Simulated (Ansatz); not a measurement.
**Ge: band structure with LDA**

**The experiment to reproduce.**

“Electronic and optical properties of SixGe1-x-ySny alloys lattice-matched to Ge”, 2021, arxiv:2109.02782 reports, for a bulk crystal of Ge at 293 K: band gap 0.666 eV (indirect).

The system is Ge.

```
Ge
1.0
     0.00000    2.82891    2.82891
     2.82891    0.00000    2.82891
     2.82891    2.82891    0.00000
Ge
2
Direct
  0.75000 0.75000 0.75000
  0.50000 0.50000 0.50000
```

```yaml
Program: Ansatz 0.2.0
Task: band structure
Functional: LDA
Potentials_or_basis: all-electron LAPW, relativistic spinors
Cutoff: 317 eV (chosen from the basis error)
Basis_error_allowed: 0.001 eV/atom
k_mesh: 6 × 6 × 6
Occupations: fermi-dirac, width 0.05 eV
Spin: spin-orbit coupling, no magnetisation
```

```yaml
Pressure: -1.1 GPa
Band_gap_along_the_path: none (metal or under the smearing width)
```

Levels at the corners of the path, in eV from the Fermi level:
| point | band 42 | band 43 | band 44 | band 45 | band 46 | band 47 |
| --- | --- | --- | --- | --- | --- | --- |
| Γ | -0.17 | 0.12 | 0.12 | 0.12 | 0.12 | 2.40 |
| X | -3.06 | -3.06 | -3.06 | 0.68 | 0.68 | 0.68 |
| W | -3.94 | -3.86 | -3.86 | 4.18 | 4.18 | 4.32 |
| K | -4.33 | -2.61 | -2.61 | 1.09 | 1.09 | 4.02 |
| Γ | -0.17 | 0.12 | 0.12 | 0.12 | 0.12 | 2.40 |
| L | -1.48 | -1.29 | -1.29 | 0.06 | 0.06 | 3.68 |
| U | -4.33 | -2.61 | -2.61 | 1.09 | 1.09 | 4.02 |
| W | -3.94 | -3.86 | -3.86 | 4.18 | 4.18 | 4.32 |

It took 66 s on 1 thread of Intel(R) Xeon(R) 6975P-C (Granite Rapids), on a shared host, peak memory 0.46 GiB.

Measured gap of Ge: 0.666 eV (indirect; 293 K; “Electronic and optical properties of SixGe1-x-ySny alloys lattice-matched to Ge”, 2021, arxiv:2109.02782). This calculation gives 0.00 eV (-0.67 eV). 3 values of this kind are on record (0.666 to 0.807 eV); this one was drawn at random among those near their median. The value is that of LDA, without temperature or zero-point motion. Semilocal functionals fall short of measured gaps as a rule.

Caveat: the k mesh is thin for a metal, which can move the energy by tens of meV per atom; this crystal is a semiconductor, whose small gap the functional closes, so the metal is an error of the method.
